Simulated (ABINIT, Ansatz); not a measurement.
# Quasiparticle gap of KCl (Sylvite) in ABINIT, part 2 of 3

How does a plane-wave GW calculation on KCl (Sylvite) run from the first input to the gap?

ABINIT 10.8.3; PBE and many-body steps on it, plane waves. Known limits of the many-body steps: not at the basis limit.

So far. Step 2 (Ground state): The gap is direct, at Γ.

## 3. Bands along the symmetry lines

Level of this step: DFT, PBE, plane waves, norm-conserving pseudopotentials (ABINIT).

Levels along a band path, at the cheap level, show where the edges lie and whether the meshes to come will hold them.

Contents of run.abi:

```
acell 3*1.0 Angstrom
rprim 
  -0.000000000000 3.146470000000 3.146470000000
  3.146470000000 0.000000000000 3.146470000000
  3.146470000000 3.146470000000 -0.000000000000
ntypat 2
znucl 19 17
natom 2
typat 1 2
xred 
  0.000000000000 0.000000000000 0.000000000000
  0.500000000000 0.500000000000 0.500000000000
pp_dirpath "pseudos"
pseudos "K.upf, Cl.upf"
ecut 33
iscf -2
irdden 1
kptopt 0
nkpt 50
kpt 
  0.00000000 0.00000000 0.00000000
  0.06250000 0.00000000 0.06250000
  0.12500000 0.00000000 0.12500000
  0.18750000 0.00000000 0.18750000
  0.25000000 0.00000000 0.25000000
  0.31250000 0.00000000 0.31250000
  0.37500000 0.00000000 0.37500000
  0.43750000 0.00000000 0.43750000
  0.50000000 0.00000000 0.50000000
  0.51562500 0.03125000 0.51562500
  0.53125000 0.06250000 0.53125000
  0.54687500 0.09375000 0.54687500
  0.56250000 0.12500000 0.56250000
  0.57812500 0.15625000 0.57812500
  0.59375000 0.18750000 0.59375000
  0.60937500 0.21875000 0.60937500
  0.62500000 0.25000000 0.62500000
  0.37500000 0.37500000 0.75000000
  0.32812500 0.32812500 0.65625000
  0.28125000 0.28125000 0.56250000
  0.23437500 0.23437500 0.46875000
  0.18750000 0.18750000 0.37500000
  0.14062500 0.14062500 0.28125000
  0.09375000 0.09375000 0.18750000
  0.04687500 0.04687500 0.09375000
  0.00000000 0.00000000 0.00000000
  0.06250000 0.06250000 0.06250000
  0.12500000 0.12500000 0.12500000
  0.18750000 0.18750000 0.18750000
  0.25000000 0.25000000 0.25000000
  0.31250000 0.31250000 0.31250000
  0.37500000 0.37500000 0.37500000
  0.43750000 0.43750000 0.43750000
  0.50000000 0.50000000 0.50000000
  0.50000000 0.46875000 0.53125000
  0.50000000 0.43750000 0.56250000
  0.50000000 0.40625000 0.59375000
  0.50000000 0.37500000 0.62500000
  0.50000000 0.34375000 0.65625000
  0.50000000 0.31250000 0.68750000
  0.50000000 0.28125000 0.71875000
  0.50000000 0.25000000 0.75000000
  0.50000000 0.21875000 0.71875000
  0.50000000 0.18750000 0.68750000
  0.50000000 0.15625000 0.65625000
  0.50000000 0.12500000 0.62500000
  0.50000000 0.09375000 0.59375000
  0.50000000 0.06250000 0.56250000
  0.50000000 0.03125000 0.53125000
  0.50000000 0.00000000 0.50000000
istwfk *1
nband 15
nbdbuf 2
tolwfr 1e-08
nstep 40
prtwf 0
prtvol 0
indata_prefix "in"
outdata_prefix "out"
tmpdata_prefix "tmp"
```

Started as:

```bash
> OMP_NUM_THREADS=1 mpirun -n 4 abinit run.abi > log
```

Numbers of over 12 decimals in the logs are rounded to 6 here.

What it wrote:

```text
.Version 10.8.3 of ABINIT. v10.8.2 released Aug 2026.

 Symmetries : space group Fm -3 m (#225); Bravais cF (face-center cubic)
[... echo of the input left out ...]
== DATASET  1 ==================================================================
-   mpi_nproc: 4, omp_nthreads: 1 (-1 if OMP is not activated)

--- !DatasetInfo
iteration_state: {dtset: 1, }
dimensions: {natom: 2, nkpt: 50, mband: 15, nsppol: 1, nspinor: 1, nspden: 1, mpw: 3840, }
cutoff_energies: {ecut:  33.0, pawecutdg:  -1.0, }
electrons: {nelect:   1.60000000E+01, charge:   0.00000000E+00, occopt:   1.00000000E+00, tsmear:   1.00000000E-02, }

 Real(R)+Recip(G) space primitive vectors, cartesian coordinates (Bohr,Bohr^-1):
 R(1)=  0.0000000  5.9459666  5.9459666  G(1)= -0.0840906  0.0840906  0.0840906
 R(2)=  5.9459666  0.0000000  5.9459666  G(2)=  0.0840906 -0.0840906  0.0840906
 R(3)=  5.9459666  5.9459666  0.0000000  G(3)=  0.0840906  0.0840906 -0.0840906
 Unit cell volume ucvol=  4.2043357E+02 bohr^3
 Angles (23,13,12)=  6.00000000E+01  6.00000000E+01  6.00000000E+01 degrees

 getcut: wavevector=  0.0000  0.0000  0.0000  ngfft=  45  45  45
         ecut(hartree)=     33.000   => boxcut(ratio)=   2.02345

--- Pseudopotential description ------------------------------------------------
- K Generated using ONCVPSP code by D. R. Hamann
- 19.00000   9.00000  171031                  znucl, zion, pspdat
12 -101130 2 -1 2222                          pspcod,pspxc,lmax,lloc,mmax
     nproj     2     2     2
  pspatm : epsatm=    8.42413758
         --- l  ekb(1:nproj) -->
             0   10.871123    0.806704
             1    4.379001    0.553647
             2   -3.405842   -1.029115
 pspatm: atomic psp has been read  and splines computed

- Cl Generated using ONCVPSP code by D. R. Hamann
- 17.00000   7.00000  171031                  znucl, zion, pspdat
12 -101130 2 -1 1028                          pspcod,pspxc,lmax,lloc,mmax
     nproj     2     2     2
  pspatm : epsatm=    9.12776517
         --- l  ekb(1:nproj) -->
[...]
pspatm: atomic psp has been read  and splines computed

--------------------------------------------------------------------------------

================================================================================
 prteigrs : about to open file out_EIG
 Non-SCF case, kpt    1 (  0.00000  0.00000  0.00000), residuals and eigenvalues=
  2.09E-09  4.81E-09  2.24E-09  3.41E-09  5.60E-09  2.96E-09  2.53E-09  6.06E-09
  8.74E-09  4.40E-09  6.33E-09  6.17E-09  4.18E-09  5.06E-09  2.12E-08
 -1.0079E+00 -4.5382E-01 -4.0010E-01 -4.0010E-01 -4.0010E-01 -8.5044E-03
 -8.5044E-03 -8.5044E-03  1.8221E-01  2.9896E-01  2.9896E-01  2.9896E-01
[...]
Non-SCF case, kpt    2 (  0.06250  0.00000  0.06250), residuals and eigenvalues=
  9.47E-09  3.07E-09  2.00E-09  7.17E-09  8.18E-09  3.97E-09  3.18E-09  9.72E-09
[...]
4.28E-09  5.02E-09  4.74E-09  9.96E-09  6.18E-09  4.12E-09  2.61E-09  9.52E-09
  8.70E-09  6.07E-09  5.35E-09  6.95E-09  8.24E-09  6.21E-09  2.42E-06
[...]
Non-SCF case, kpt   49 (  0.50000  0.03125  0.53125), residuals and eigenvalues=
[...]
Non-SCF case, kpt   50 (  0.50000  0.00000  0.50000), residuals and eigenvalues=
[...]
-1.0074E+00 -4.5018E-01 -4.0531E-01 -4.0214E-01 -4.0214E-01 -3.2597E-02
 -1.6693E-02 -1.6693E-02  2.3146E-01  2.9798E-01  3.6150E-01  3.6578E-01
[...]
--- !ResultsGS
iteration_state: {dtset: 1, }
comment   : Summary of ground state results
lattice_vectors:
- [ -0.0000000,   5.9459666,   5.9459666, ]
- [  5.9459666,   0.0000000,   5.9459666, ]
- [  5.9459666,   5.9459666,  -0.0000000, ]
lattice_lengths: [   8.40887,    8.40887,    8.40887, ]
lattice_angles: [ 60.000,  60.000,  60.000, ] # degrees, (23, 13, 12)
lattice_volume:   4.2043357E+02
convergence: {deltae:  0.000E+00, res2:  0.000E+00, residm:  9.991E-09, diffor:  0.000E+00, }
etotal    :  -4.65983682E+01
entropy   :   0.00000000E+00
fermie    :  -8.50435789E-03
cartesian_stress_tensor: null
pressure_GPa: null
xred      :
- [  0.0000E+00,   0.0000E+00,   0.0000E+00,  K]
- [  5.0000E-01,   5.0000E-01,   5.0000E-01, Cl]
cartesian_forces: null
force_length_stats: {min: null, max: null, mean: null, }

 Integrated electronic density in atomic spheres:
 ------------------------------------------------
 Atom  Sphere_radius  Integrated_density
[...]
================================================================================

 ----iterations are completed or convergence reached----

 Mean square residual over all n,k,spin=   59.207E-10; max=  99.909E-10
 reduced coordinates (array xred) for    2 atoms
       0.000000000000      0.000000000000      0.000000000000
       0.500000000000      0.500000000000      0.500000000000

 cartesian coordinates (angstrom) at end:
    1      0.000000     0.000000     0.000000
    2      3.146470     3.146470     3.146470
 length scales=  1.889726125908  1.889726125908  1.889726125908 bohr
              =  1.000000000000  1.000000000000  1.000000000000 angstroms
 prteigrs : about to open file out_EIG
 Eigenvalues (hartree) for nkpt=  50  k points:
 kpt#   1, nband= 15, wtk=  1.00000, kpt=  0.0000  0.0000  0.0000 (reduced coord)
[...]
kpt#   2, nband= 15, wtk=  1.00000, kpt=  0.0625  0.0000  0.0625 (reduced coord)
[...]
kpt#   3, nband= 15, wtk=  1.00000, kpt=  0.1250  0.0000  0.1250 (reduced coord)
[...]
kpt#  49, nband= 15, wtk=  1.00000, kpt=  0.5000  0.0313  0.5313 (reduced coord)
  -1.00742   -0.45033   -0.40528   -0.40217   -0.40193   -0.03248   -0.01708   -0.01690
   0.23245    0.29919    0.35943    0.36660    0.37969    0.41827    0.41945
 kpt#  50, nband= 15, wtk=  1.00000, kpt=  0.5000  0.0000  0.5000 (reduced coord)
  -1.00742   -0.45018   -0.40531   -0.40214   -0.40214   -0.03260   -0.01669   -0.01669
   0.23146    0.29798    0.36150    0.36578    0.38035    0.41824    0.41824

== END DATASET(S) ==============================================================
================================================================================

 -outvars: echo values of variables after computation  --------
            nband          15
             nkpt          50
          spgroup         225
 [... the other variables as echoed above ...]

 Calculation completed.
```

Elapsed: 16 s, on 4 MPI ranks of Arm Neoverse V2, shared host; peak memory 0.3 GiB; 65 s of CPU time.

Numbers from this step:

* gap: 5.189 eV
* k of the valence top: 0, 0, 0
* k of the conduction bottom: 0, 0, 0
* least direct gap: 5.189 eV

The gap is 5.189 eV, as in the run before at this level.

Electronic bands along the path, in eV, zero at the top of the highest filled band; v1 is the highest filled band, c1 the lowest empty one:

```
    point      v4     v3     v2     v1    c1    c2     c3     c4
        Γ  -10.66   0.00   0.00   0.00  5.19  8.37   8.37   8.37
  halfway  -10.58  -0.63  -0.13  -0.13  6.64  7.24   9.66   9.84
        X  -10.71  -0.66  -0.22  -0.22  6.53  8.34  10.07  10.18
  halfway  -10.68  -0.63  -0.32  -0.24  6.74  8.60   9.70  10.36
        U  -10.60  -0.56  -0.55  -0.29  7.27  9.07   9.30  10.07
jump to K  -10.60  -0.56  -0.55  -0.29  7.27  9.07   9.30  10.07
  halfway  -10.51  -0.69  -0.24  -0.20  6.89  7.97   9.19   9.85
        Γ  -10.66   0.00   0.00   0.00  5.19  8.37   8.37   8.37
  halfway  -10.53  -0.59  -0.17  -0.17  6.45  8.16   9.11   9.11
        L  -10.42  -1.05  -0.32  -0.32  7.58  8.60  10.50  10.50
  halfway  -10.51  -0.84  -0.40  -0.33  7.84  8.34  10.04  10.14
        W  -10.57  -0.49  -0.47  -0.47  8.03  8.03   9.44   9.85
  halfway  -10.64  -0.61  -0.36  -0.30  6.95  8.80   9.34  10.32
        X  -10.71  -0.66  -0.22  -0.22  6.53  8.34  10.07  10.18
```

The electronic bands as a text plot (rows in eV, shown from -8.0 to 9.2 only):

```
    8.9 |+ ++          +++++    +++++ ++ ++++   +++++       +++
    8.1 |++++      ++++     ++++++++++++++++++++     +++++++   ++
    7.4 |    ++++++      +++  ++               +++++++     ++
    6.7 |     +++++++++++       +           +++              ++++
    6.0 |  +++                   ++++      +
    5.3 |++                          ++++++
    4.6 |
    3.8 |
    3.1 |
    2.4 |
    1.7 |
    1.0 |
    0.3 |*****                     ********
   -0.5 |  **************************    ************************
   -1.2 |                                      ********
   -1.9 |
   -2.6 |
   -3.3 |
   -4.1 |
   -4.8 |
   -5.5 |
   -6.2 |
   -6.9 |
   -7.6 |
         Γ           X  U|K            Γ         L        W     X
```

## 4. Empty states on the mesh, 4×4×4 mesh, 70 bands

The sums over transitions need many empty states on a uniform mesh; this step solves for them.

Contents of run.abi:

```
acell 3*1.0 Angstrom
rprim 
  -0.000000000000 3.146470000000 3.146470000000
  3.146470000000 0.000000000000 3.146470000000
  3.146470000000 3.146470000000 -0.000000000000
ntypat 2
znucl 19 17
natom 2
typat 1 2
xred 
  0.000000000000 0.000000000000 0.000000000000
  0.500000000000 0.500000000000 0.500000000000
pp_dirpath "pseudos"
pseudos "K.upf, Cl.upf"
ecut 33
ngkpt 4 4 4
nshiftk 1
shiftk 0 0 0
kptopt 1
chksymbreak 0
iscf -2
irdden 1
istwfk *1
nband 70
nbdbuf 6
tolwfr 1e-09
nstep 60
prtvol 0
indata_prefix "in"
outdata_prefix "out"
tmpdata_prefix "tmp"
```

What it wrote:

```text
.Version 10.8.3 of ABINIT. v10.8.2 released Aug 2026.

 Symmetries : space group Fm -3 m (#225); Bravais cF (face-center cubic)
[... echo of the input left out ...]
== DATASET  1 ==================================================================
-   mpi_nproc: 4, omp_nthreads: 1 (-1 if OMP is not activated)

--- !DatasetInfo
iteration_state: {dtset: 1, }
dimensions: {natom: 2, nkpt: 8, mband: 70, nsppol: 1, nspinor: 1, nspden: 1, mpw: 3839, }
cutoff_energies: {ecut:  33.0, pawecutdg:  -1.0, }
electrons: {nelect:   1.60000000E+01, charge:   0.00000000E+00, occopt:   1.00000000E+00, tsmear:   1.00000000E-02, }

 Real(R)+Recip(G) space primitive vectors, cartesian coordinates (Bohr,Bohr^-1):
 R(1)=  0.0000000  5.9459666  5.9459666  G(1)= -0.0840906  0.0840906  0.0840906
 R(2)=  5.9459666  0.0000000  5.9459666  G(2)=  0.0840906 -0.0840906  0.0840906
 R(3)=  5.9459666  5.9459666  0.0000000  G(3)=  0.0840906  0.0840906 -0.0840906
 Unit cell volume ucvol=  4.2043357E+02 bohr^3
 Angles (23,13,12)=  6.00000000E+01  6.00000000E+01  6.00000000E+01 degrees

 getcut: wavevector=  0.0000  0.0000  0.0000  ngfft=  45  45  45
         ecut(hartree)=     33.000   => boxcut(ratio)=   2.02345

--- Pseudopotential description ------------------------------------------------
- K Generated using ONCVPSP code by D. R. Hamann
- 19.00000   9.00000  171031                  znucl, zion, pspdat
12 -101130 2 -1 2222                          pspcod,pspxc,lmax,lloc,mmax
     nproj     2     2     2
  pspatm : epsatm=    8.42413758
         --- l  ekb(1:nproj) -->
             0   10.871123    0.806704
             1    4.379001    0.553647
             2   -3.405842   -1.029115
 pspatm: atomic psp has been read  and splines computed

- Cl Generated using ONCVPSP code by D. R. Hamann
- 17.00000   7.00000  171031                  znucl, zion, pspdat
12 -101130 2 -1 1028                          pspcod,pspxc,lmax,lloc,mmax
     nproj     2     2     2
  pspatm : epsatm=    9.12776517
         --- l  ekb(1:nproj) -->
[...]
pspatm: atomic psp has been read  and splines computed

--------------------------------------------------------------------------------

================================================================================
 prteigrs : about to open file out_EIG
 Non-SCF case, kpt    1 (  0.00000  0.00000  0.00000), residuals and eigenvalues=
  2.09E-10  1.90E-10  1.49E-10  2.83E-10  4.56E-10  9.03E-11  5.76E-10  9.55E-10
  5.84E-10  2.41E-10  3.11E-10  7.42E-10  2.90E-10  9.45E-10  3.61E-10  2.72E-10
  3.98E-10  6.19E-10  2.27E-10  4.23E-10  9.29E-10  1.61E-10  2.21E-10  4.63E-10
[...]
8.94E-10  1.57E-09  3.71E-09  3.02E-06  4.02E-05  3.82E-04
 -1.0079E+00 -4.5382E-01 -4.0010E-01 -4.0010E-01 -4.0010E-01 -8.5044E-03
 -8.5044E-03 -8.5044E-03  1.8221E-01  2.9896E-01  2.9896E-01  2.9896E-01
[...]
1.6030E+00  1.7690E+00  1.7690E+00  1.7690E+00  1.8226E+00  1.8226E+00
  1.8226E+00  1.9985E+00  1.9989E+00  2.0018E+00
 prteigrs : prtvol=0 or 1, do not print more k-points.

--- !ResultsGS
iteration_state: {dtset: 1, }
comment   : Summary of ground state results
lattice_vectors:
- [ -0.0000000,   5.9459666,   5.9459666, ]
- [  5.9459666,   0.0000000,   5.9459666, ]
- [  5.9459666,   5.9459666,  -0.0000000, ]
lattice_lengths: [   8.40887,    8.40887,    8.40887, ]
lattice_angles: [ 60.000,  60.000,  60.000, ] # degrees, (23, 13, 12)
lattice_volume:   4.2043357E+02
convergence: {deltae:  0.000E+00, res2:  0.000E+00, residm:  9.982E-10, diffor:  0.000E+00, }
etotal    :  -4.65983682E+01
entropy   :   0.00000000E+00
fermie    :  -8.50435789E-03
cartesian_stress_tensor: null
pressure_GPa: null
xred      :
- [  0.0000E+00,   0.0000E+00,   0.0000E+00,  K]
- [  5.0000E-01,   5.0000E-01,   5.0000E-01, Cl]
cartesian_forces: null
force_length_stats: {min: null, max: null, mean: null, }

 Integrated electronic density in atomic spheres:
 ------------------------------------------------
 Atom  Sphere_radius  Integrated_density
[...]
================================================================================

 ----iterations are completed or convergence reached----

 Mean square residual over all n,k,spin=   49.372E-11; max=  99.818E-11
 reduced coordinates (array xred) for    2 atoms
       0.000000000000      0.000000000000      0.000000000000
       0.500000000000      0.500000000000      0.500000000000

 cartesian coordinates (angstrom) at end:
    1      0.000000     0.000000     0.000000
    2      3.146470     3.146470     3.146470
 length scales=  1.889726125908  1.889726125908  1.889726125908 bohr
              =  1.000000000000  1.000000000000  1.000000000000 angstroms
 prteigrs : about to open file out_EIG
 Eigenvalues (hartree) for nkpt=   8  k points:
 kpt#   1, nband= 70, wtk=  0.01563, kpt=  0.0000  0.0000  0.0000 (reduced coord)
[...]
1.45505    1.45505    1.45505    1.46772    1.46772    1.46772    1.48192    1.54864
   1.54864    1.54864    1.57027    1.57027    1.60304    1.76902    1.76902    1.76902
   1.82261    1.82261    1.82261    1.99855    1.99886    2.00184
 prteigrs : prtvol=0 or 1, do not print more k-points.

== END DATASET(S) ==============================================================
================================================================================

 -outvars: echo values of variables after computation  --------
            nband          70
             nkpt           8
          spgroup         225
 [... the other variables as echoed above ...]

 Calculation completed.
```

Run time: 13 s. Hardware: 4 MPI ranks; peak memory 0.3 GiB; 50 s of CPU time.

This step gave:

```yaml
gap: 5.189 eV
k_of_the_valence_top: 0, 0, 0
k_of_the_conduction_bottom: 0, 0, 0
least_direct_gap: 5.189 eV
k_points_computed: 8
lowest_point_of_the_top_converged_band_above_the_valence_top: 48.37 eV
```

On this mesh the gap is 5.189 eV.

## 5. Screening, 4×4×4 mesh, 64 bands, screening to 119.7 eV

The RPA dielectric matrix is built and inverted for each q.

This step: RPA screening on PBE, plane waves, norm-conserving pseudopotentials.

Edit run.abi of step 4 so:

```diff
@@ -20,10 +20,11 @@
 chksymbreak 0
-iscf -2
-irdden 1
 istwfk *1
-nband 70
-nbdbuf 6
-tolwfr 1e-09
-nstep 60
-prtvol 0
+occopt 1
+irdwfk 1
+optdriver 3
+nband 64
+ecuteps 4.4
+inclvkb 2
+awtr 1
+symchi 1
 indata_prefix "in"
```

What it wrote:

```text
.Version 10.8.3 of ABINIT. v10.8.2 released Aug 2026.

 Symmetries : space group Fm -3 m (#225); Bravais cF (face-center cubic)
[... echo of the input left out ...]
== DATASET  1 ==================================================================
-   mpi_nproc: 4, omp_nthreads: 1 (-1 if OMP is not activated)

--- !DatasetInfo
iteration_state: {dtset: 1, }
dimensions: {natom: 2, nkpt: 8, mband: 64, nsppol: 1, nspinor: 1, nspden: 1, mpw: 3839, }
cutoff_energies: {ecut:  33.0, pawecutdg:  -1.0, }
electrons: {nelect:   1.60000000E+01, charge:   0.00000000E+00, occopt:   1.00000000E+00, tsmear:   1.00000000E-02, }

 SCREENING: Calculation of the susceptibility and dielectric matrices

 Based on a program developped by R.W. Godby, V. Olevano, G. Onida, and L. Reining.
 Incorporated in ABINIT by V. Olevano, G.-M. Rignanese, and M. Torrent.
.Using double precision arithmetic ; gwpc =  8

[... cell and pseudopotentials left out ...]
--------------------------------------------------------------------------------

 ==== K-mesh for the wavefunctions ====
 Number of points in the irreducible wedge :     8
[... list of points left out ...]
 Together with 48 symmetry operations and time-reversal symmetry
 yields    64 points in the full Brillouin Zone.

 ==== Q-mesh for the screening function ====
 Number of points in the irreducible wedge :     8
[... list of points left out ...]
 Together with 48 symmetry operations and time-reversal symmetry
 yields    64 points in the full Brillouin Zone.

 setmesh: FFT mesh size selected  =    30x   30x   30
          total number of points  =        27000

 vcoul_init : cutoff-mode = AUXILIARY_FUNCTION
 q-points for optical limit:   1
     1)      0.000010    0.000020    0.000030

- screening: taking advantage of time-reversal symmetry
- Maximum band index for partially occupied states nbvw = 8
- Remaining bands to be divided among processors   nbcw = 56
- Number of bands treated by each node ~14

 Number of electrons calculated from density =   16.0000; Expected =   16.0000
 average of density, n =  0.038056
 r_s =    1.8443
 omega_plasma =   18.8177 [eV]

 calculating chi0 at frequencies [eV] :
  1    0.000000E+00    0.000000E+00
  2    0.000000E+00    1.881772E+01

--------------------------------------------------------------------------------
  q-point number  1        q = ( 0.000000, 0.000000, 0.000000) [r.l.u.]
--------------------------------------------------------------------------------
[... chi0 elements left out ...]
 For q-point:  0.000010 0.000020 0.000030
  dielectric constant =   2.1757
  dielectric constant without local fields =   2.5822

  Average fulfillment of the sum rule on Im[epsilon] for q-point    1 :     60.03  [%]
[... wings left out ...]
  q-point number  2        q = ( 0.250000, 0.000000, 0.000000) [r.l.u.]
--------------------------------------------------------------------------------
[... chi0 elements left out ...]
  Average fulfillment of the sum rule on Im[epsilon] for q-point    2 :     72.06  [%]

 [... 6 further q-points ...]
```

It took 9.7 s on 4 MPI ranks; peak memory 0.69 GiB; 38 s of CPU time.

This step gave:

```
ε∞ with local fields, on this mesh, along the program's q direction : 2.176
the same without local fields                                       : 2.582
plasma frequency                                                    : 18.82 eV
plane waves in the screening matrix                                 : 169
```

Local fields lower ε∞ by 16 %.

(Part 2 of 3 ends here.)

[Paths, hosts, dates, memory and timing lines, banners, echoed tables and standing remarks are left out of the program output.]

[Logs are printed without paths, hosts, clocks, repeated set-up lines and the standing remarks that a program may print on its own settings, such as how far it seeks lower states.]

[Runs of the session that timed out or met a known fault of the program may be left out.]

[Hosts, paths, dates, database ids (printed as entryN), source tags and the programs' standing remarks are cut or masked in the printed files.]

[G0W0 gaps are taken among the corrected bands and points alone; a level outside them can change the order at an edge.]

[Where Ansatz stands beside ABINIT at settings called matched, ABINIT's density can come from a denser mesh and the files from another edition; pairs whose starting gaps differed by over 0.03 eV were left out, so agreement reads better than it is.]
